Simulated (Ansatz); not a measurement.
A run of Ansatz 0.2.0:

File input:

```
crystal:
  lattice:
    - [5.8263928781, -2.054648955, 0.0]
    - [5.8263928781, 2.054648955, 0.0]
    - [-1.723233014, 0.0, 4.7713478577]
  atoms:
    - { symbol: In, position: [0.88820325, 0.88820325, 0.04684136] }
    - { symbol: In, position: [0.11179675, 0.11179675, 0.95315864] }
    - { symbol: Se, position: [0.66092759, 0.66092759, 0.66895562] }
    - { symbol: Se, position: [0.33907241, 0.33907241, 0.33104438] }
hamiltonian:
  xc: hf
  pseudopotentials: { kind: paw }
kpoints:
  mp_grid: { grid: [4, 4, 3] }
  band_path:
    path:
      - [[0.0, 0.5, 0.0], [0.0, 0.0, 0.0], [0.0, 0.0, -0.5]]
      - [[0.0, 0.5, -0.5], [0.0, 0.0, 0.0], [-0.5, -0.5, 0.5]]
      - [[-0.5, 0.0, 0.5], [0.0, 0.0, 0.0], [-0.5, -0.5, 0.0]]
      - [[-0.5, 0.0, 0.0], [0.0, 0.0, 0.0]]
    npoints: 4
scf:
  occupations: { method: fermi_dirac, width: 0.05 }
  n_extra_bands: 10
output:
  forces: true
  stress: true
  eigenvalues: true
  fatbands: false
  write_density: true
  write_potential: true
  elf: true
  volumetric_format: npy
```

Hardware: 1 × NVIDIA H100 80GB HBM3 with 2 threads of AMD EPYC 7R13 Processor (Zen 3), with other jobs on the host.

How long does it take, and how much memory?

Wall time 61 s on 1 × NVIDIA H100 80GB HBM3 with 2 threads of AMD EPYC 7R13 Processor (Zen 3), with other jobs on the host, peak memory 2.4 GiB. Counts: scf iterations 27, plane waves 2235, k points 17, bands 39.
